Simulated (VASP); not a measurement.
Wanted: the native input for a VASP 6.6.1 run.

```yaml
Task: evGW0 quasiparticle levels
Functional: PBE
Potentials_or_basis: VASP PAW PBE potentials, release 64 (As_GW, B_GW)
Cutoff: 500 eV
k_mesh: 6 × 6 × 6
Occupations: gaussian, width 0.01 eV
Spin: no spin polarisation
Ladder: gaps
GW_scheme: evGW0
GW_iterations: 4
Cutoff_of_the_response_function: 200
Frequency_points: 50
Empty_bands: 175
Further_INCAR_settings: ALGO = EVGW0; EDIFF = 1e-08; NBANDS = 179
```

BAs:

```
CELL_PARAMETERS angstrom
0.00000 2.38850 2.38850
2.38850 0.00000 2.38850
2.38850 2.38850 0.00000
ATOMIC_POSITIONS crystal
As 0.75000 0.75000 0.75000
B 0.00000 0.00000 0.00000
```

The input as run:

POSCAR

```
BAs
1.0
    0.0000000000      2.3885000000      2.3885000000
    2.3885000000      0.0000000000      2.3885000000
    2.3885000000      2.3885000000      0.0000000000
As B
1 1
Direct
    0.7500000000      0.7500000000      0.7500000000
    0.0000000000      0.0000000000      0.0000000000
```

INCAR.step1

```
SYSTEM = BAs
ALGO = Normal ; EDIFF = 1E-8
ENCUT = 500 ; GGA = PE
ISMEAR = 0 ; KPAR = 4
LASPH = .True. ; LCHARG = .False.
LREAL = .False. ; LWAVE = .True.
NELM = 100 ; PREC = Accurate
SIGMA = 0.01
```

INCAR.step2

```
SYSTEM = BAs
ALGO = Exact ; EDIFF = 1E-8
ENCUT = 500 ; GGA = PE
ISMEAR = 0 ; ISTART = 1
KPAR = 4 ; LASPH = .True.
LCHARG = .False. ; LOPTICS = .True.
LREAL = .False. ; LWAVE = .True.
NBANDS = 179 ; NELM = 1
PREC = Accurate ; SIGMA = 0.01
```

INCAR.step3

```
SYSTEM = BAs
ALGO = EVGW0 ; EDIFF = 1E-8
ENCUT = 500 ; ENCUTGW = 200
GGA = PE ; ISMEAR = 0
ISTART = 1 ; KPAR = 4
LASPH = .True. ; LCHARG = .False.
LREAL = .False. ; LWAVE = .False.
NBANDS = 179 ; NBANDSGW = 12
NELMGW = 4 ; NOMEGA = 50
PREC = Accurate ; PRECFOCK = Fast
SIGMA = 0.01
```

KPOINTS

```
k-points
0
Gamma
  6 6 6
  0 0 0
```

Potentials or basis: VASP PAW PBE potentials, release 64 (As_GW, B_GW).

The run is started by

```bash
$ cat potpaw_PBE.64/As_GW/POTCAR potpaw_PBE.64/B_GW/POTCAR > POTCAR
$ cp INCAR.step1 INCAR
$ mpirun -np 4 vasp_std > vasp.out
$ cp INCAR.step2 INCAR
$ mpirun -np 4 vasp_std > vasp.out
$ cp INCAR.step3 INCAR
$ mpirun -np 4 vasp_std > vasp.out
```

Results of the run:

- Band gap on the k mesh, mean-field level: 1.27 eV, indirect (least direct gap 3.27 eV)
- Quasiparticle gap: 2.00 eV
- Least direct quasiparticle gap: 4.24 eV

Caveat: bands, screening cutoff and mesh are small and nothing is extrapolated, so the quasiparticle values aren't converged.

Wall time 3.6 min on 4 MPI ranks on Intel(R) Xeon(R) 6975P-C (Granite Rapids) (shared host), peak memory 0.71 GiB a rank.
